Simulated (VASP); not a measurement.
# CdO (Fm-3m) in VASP: further runs, part 2 of 2

VASP 6.6.1. Earlier steps stand in the parts before.

### 3 Relaxation of cell and atoms, PBEsol

This run uses another cell than the first one, of 13.04 Å³/atom, 1.005 times its volume.

Input file INCAR:

```
SYSTEM = CdO
  PREC = Accurate
  ENCUT = 520
  EDIFF = 1E-7
  ISMEAR = 0
  SIGMA = 0.02
  LREAL = .False.
  LASPH = .True.
  NELM = 80
  ALGO = Normal
  ISIF = 3
  LWAVE = .False.
  LCHARG = .False.
  GGA = PS
  IBRION = 2
  NSW = 80
  EDIFFG = -0.002
  KPAR = 4
```

Input file KPOINTS:

```
regular mesh
0
Gamma
  12 12 12
  0 0 0
```

Input file POSCAR:

```
CdO                                     
1.0
    0.0000000000      2.3535179771      2.3535179771
    2.3535179771     -0.0000000000      2.3535179771
    2.3535179771      2.3535179771     -0.0000000000
  Cd              O             
     1     1
Direct
     0.0000000000000000    0.0000000000000000    0.0000000000000000
     0.5000000000000000    0.5000000000000000    0.5000000000000000
```

Potentials or basis: VASP PAW PBE potentials, release 64 (Cd, O).

Launch:

```bash
$ cat potpaw_PBE.64/Cd/POTCAR potpaw_PBE.64/O/POTCAR > POTCAR
$ mpirun -np 4 vasp_std > vasp.out
```

OUTCAR:

```text
SYSTEM = CdO
   PREC = Accurate
   ENCUT = 520
   EDIFF = 1E-7
   ISMEAR = 0
   LREAL = .False.
   LASPH = .True.
   NELM = 80
   ISIF = 3
   GGA = PS
   IBRION = 2
   NSW = 80
   EDIFFG = -0.002

 ion  position               nearest neighbor table
   1  0.000  0.000  0.000-   2 2.35   2 2.35   2 2.35   2 2.35   2 2.35   2 2.35
   2  0.500  0.500  0.500-   1 2.35   1 2.35   1 2.35   1 2.35   1 2.35   1 2.35

  LATTYP: Found a face centered cubic cell.
 ALAT       =     4.7070359542

  Lattice vectors:

 A1 = (   0.0000000000,   2.3535179771,   2.3535179771)
 A2 = (   2.3535179771,   0.0000000000,   2.3535179771)
 A3 = (   2.3535179771,   2.3535179771,   0.0000000000)

Analysis of symmetry for initial positions (statically):
=====================================================================
 Subroutine PRICEL returns:
 Original cell was already a primitive cell.

 Routine SETGRP: Setting up the symmetry group for a
 face centered cubic supercell.

 Subroutine GETGRP returns: Found 48 space group operations
 (whereof 48 operations were pure point group operations)
 out of a pool of 48 trial point group operations.

The static configuration has the point symmetry O_h .

Analysis of symmetry for dynamics (positions and initial velocities):
=====================================================================
 Subroutine PRICEL returns:
 Original cell was already a primitive cell.

 Routine SETGRP: Setting up the symmetry group for a
 face centered cubic supercell.

 Subroutine GETGRP returns: Found 48 space group operations
 (whereof 48 operations were pure point group operations)
 out of a pool of 48 trial point group operations.

The dynamic configuration has the point symmetry O_h .

 Subroutine INISYM returns: Found 48 space group operations
 (whereof 48 operations are pure point group operations),
 and found     1 'primitive' translations
[... 118 lines left out ...]
  Thomas-Fermi vector in A             =   2.564915
   LORBIT       =      0    0 simple, 1 ext, 2 COOP (PROOUT), +10 PAW based schemes
   GGA     = PS    functional components
   LHFCALC =     F    Hartree Fock is set to
   AEXX    =    0.0000 exact exchange contribution
   IVDW    =     0    specifies the selected vdW correction
   LEPSILON=     F    determine dielectric tensor
   LRPA    =     F    only Hartree local field effects (RPA)
 conjugate gradient relaxation of ions
 non-spin polarized calculation
 Gauss-broadening in eV      SIGMA  =   0.02
  energy-cutoff  :      520.00
  volume of cell :       26.07
 maximum number of plane-waves:       725
 NGX is ok and might be reduce to    28
   NGX = 13   NGY = 13   NGZ = 13

 number of electron      18.0000001 magnetization

 Free energy of the ion-electron system (eV)
  ---------------------------------------------------
  ext. energy  EPLUGINS =         0.00000000
  ---------------------------------------------------
  free energy    TOTEN  =        -8.50401189 eV

  energy without entropy =       -8.50398418  energy(sigma->0) =       -8.50399804

 E-fermi :   1.8533     XC(G=0): -11.9343

 val. band max:        1.8368255812   @ k =   0.5000   0.0000   0.0000
 cond. band min:       2.1274246094   @ k =   0.0833   0.0000   0.0000
 fundamental gap:      0.2905990282
 Fermi energy:         1.8532704953

 k-point     1 :       0.0000    0.0000    0.0000
  band No.  band energies     occupation
      1     -15.4505      2.00000
      2      -4.8145      2.00000
      3      -4.8145      2.00000
      4      -4.8145      2.00000
      5      -4.5130      2.00000
      6      -4.5130      2.00000
      7       0.4942      2.00000
      8       0.4942      2.00000
      9       0.4942      2.00000
     10       1.2941      2.00000
     11      16.5953      0.00000
     12      18.6833      0.00000
     13      18.6833      0.00000
[... 354 lines left out ...]
  band No.  band energies     occupation
      1     -14.6567      2.00000
      2      -5.5736      2.00000
      3      -5.2800      2.00000
      4      -5.1858      2.00000
      5      -4.2819      2.00000
      6      -4.2591      2.00000
      7      -1.8876      2.00000
      8       0.6335      2.00000
      9       1.5867      2.00000
     10       7.3691      0.00000
     11       8.7138      0.00000
     12      11.9984      0.00000
     13      13.9957      0.00000

 [... further k-points ...]
[... 5 lines left out ...]
  --------------------------------------------------------------------------------------
  -------------------------------------------------------------------------------------
  Total       -0.0030187     -0.0030187     -0.0030187      0.0000000      0.0000000     -0.0000000
  in kB       -0.1855047     -0.1855047     -0.1855047      0.0000000      0.0000000     -0.0000000
  external PRESSURE =      -0.1855047 kB  Pullay stress =       0.0000000 kB

 VOLUME and BASIS-vectors are now :
 -----------------------------------------------------------------------------
  energy-cutoff  :      520.00
  volume of cell :       26.07
      direct lattice vectors                 reciprocal lattice vectors
     0.000000000  2.353517977  2.353517977    -0.212447920  0.212447920  0.212447920
     2.353517977  0.000000000  2.353517977     0.212447920 -0.212447920  0.212447920
     2.353517977  2.353517977  0.000000000     0.212447920  0.212447920 -0.212447920

 POSITION                                       TOTAL-FORCE (eV/Angst)
 -----------------------------------------------------------------------------------
      0.00000      0.00000      0.00000         0.000000      0.000000     -0.000000
      2.35352      2.35352      2.35352        -0.000000     -0.000000      0.000000
 -----------------------------------------------------------------------------------
    total drift:                                0.000000      0.000000      0.000000

  FREE ENERGIE OF THE ION-ELECTRON SYSTEM (eV)
  ---------------------------------------------------
  free  energy   TOTEN  =        -8.5040118923 eV

  energy  without entropy=       -8.5039841827  energy(sigma->0) =       -8.50399804

 reached required accuracy - stopping structural energy minimisation
```

CONTCAR:

```text
CdO
   1.00000000000000
     0.0000000000000000    2.3535179771000001    2.3535179771000001
     2.3535179771000001    0.0000000000000000    2.3535179771000001
     2.3535179771000001    2.3535179771000001    0.0000000000000000
  Cd              O
     1     1
Direct
     0.0000000000000000    0.0000000000000000    0.0000000000000000
     0.5000000000000000    0.5000000000000000    0.5000000000000000

  0.00000000E+00  0.00000000E+00  0.00000000E+00
  0.00000000E+00  0.00000000E+00  0.00000000E+00
```

Wall time 4.6 s (4 MPI ranks of Intel Xeon 6975P-C (Granite Rapids), shared host); peak memory 0.16 GiB.

What came out:

* Free energy: -8.5040 eV
* Pressure after relaxing: 0.0 GPa
* Band gap on the k mesh: none (metal or under the smearing width)

Final structure:
```
Cd O
1.0
     0.00000    2.35352    2.35352
     2.35352    0.00000    2.35352
     2.35352    2.35352    0.00000
Cd O
1 1
Direct
  0.00000 0.00000 0.00000
  0.50000 0.50000 0.50000
```

Caveat: the relaxation stopped at its first step, so nothing moved; the PAW data sets were made with another functional, which shifts forces and pressure a little; this crystal is a semiconductor, whose small gap the functional closes, so the metal is an error of the method.
